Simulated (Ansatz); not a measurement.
**Perturbing TiO2**

Base: a COD entry, its atoms then relaxed with PBE in this cell.

```yaml
crystal:
  lattice:
    - [4.51500, 0.00000, 0.00000]
    - [0.00000, 5.49700, 0.00000]
    - [0.00000, 0.00000, 4.93900]
  atoms:
    - { symbol: Ti, position: [0.00000, 0.17453, 0.25000] }
    - { symbol: Ti, position: [0.50000, 0.32547, 0.75000] }
    - { symbol: Ti, position: [0.00000, 0.82547, 0.75000] }
    - { symbol: Ti, position: [0.50000, 0.67453, 0.25000] }
    - { symbol: O, position: [0.27040, 0.38191, 0.41969] }
    - { symbol: O, position: [0.22960, 0.11809, 0.91969] }
    - { symbol: O, position: [0.77040, 0.11809, 0.58031] }
    - { symbol: O, position: [0.72960, 0.38191, 0.08031] }
    - { symbol: O, position: [0.72960, 0.61809, 0.58031] }
    - { symbol: O, position: [0.77040, 0.88191, 0.08031] }
    - { symbol: O, position: [0.22960, 0.88191, 0.41969] }
    - { symbol: O, position: [0.27040, 0.61809, 0.91969] }
```

Sites (sets of like atoms) are named by element and the number of their first atom in this list.

Level of theory: DFT, PBE, plane waves and PAW (field gradients read without the response of the frozen cores, which leaves them typically 4 to 6 % off), scalar-relativistic, 420 eV cutoff, Γ-centred 5×4×4 k-points, Fermi–Dirac smearing 0.02 eV (Ansatz 0.2.0).

(1) Variant: atom 1 (Ti) moved by 0.10 Å along (0.000, 0.000, 0.100) Å. What happens to the gradients (10²¹ V/m²)?

## Answers

(1) 

| site | atoms | V_zz base | η base | V_zz variant | η variant |
| --- | --- | --- | --- | --- | --- |
| Ti1 | 1 | 2.73 | 0.69 | 3.22 | 0.36 |
| Ti2 | 2 | 2.73 | 0.69 | 2.75 | 0.68 |
| Ti3 | 3 | 2.73 | 0.69 | 2.76 | 0.67 |
| Ti4 | 4 | 2.73 | 0.69 | 2.73 | 0.69 |
| O5 | 5 | -2.82 | 0.50 | -2.47 | 0.39 |
| O6 | 6 | -2.82 | 0.50 | -2.85 | 0.34 |
| O7 | 7 | -2.82 | 0.50 | -2.74 | 0.73 |
| O8 | 8 | -2.82 | 0.50 | -3.25 | 0.60 |
| O9 | 9 | -2.82 | 0.50 | -2.65 | 0.57 |
| O10 | 10 | -2.82 | 0.50 | -2.76 | 0.39 |
| O11 | 11 | -2.82 | 0.50 | -2.90 | 0.60 |
| O12 | 12 | -2.82 | 0.50 | -2.96 | 0.45 |

The largest change of V_zz is on Ti1, from 2.73 to 3.22. In per cent, |V_zz| changes by 0 to +18 on Ti, -12 to +15 on O (all sites that start above 0.5). Where |V_zz| stays above 0.1, η moves most on Ti1, from 0.69 to 0.36. The number of symmetry-distinct sites goes from 2 to 12.

For the base: At this cell the PBE pressure is 5 GPa, so with PBE the cell would grow if it were relaxed.
For the variant: At this cell the PBE pressure is 6 GPa, so with PBE the cell would grow if it were relaxed. The atoms aren't relaxed after the move (largest force 1.7 eV/Å).
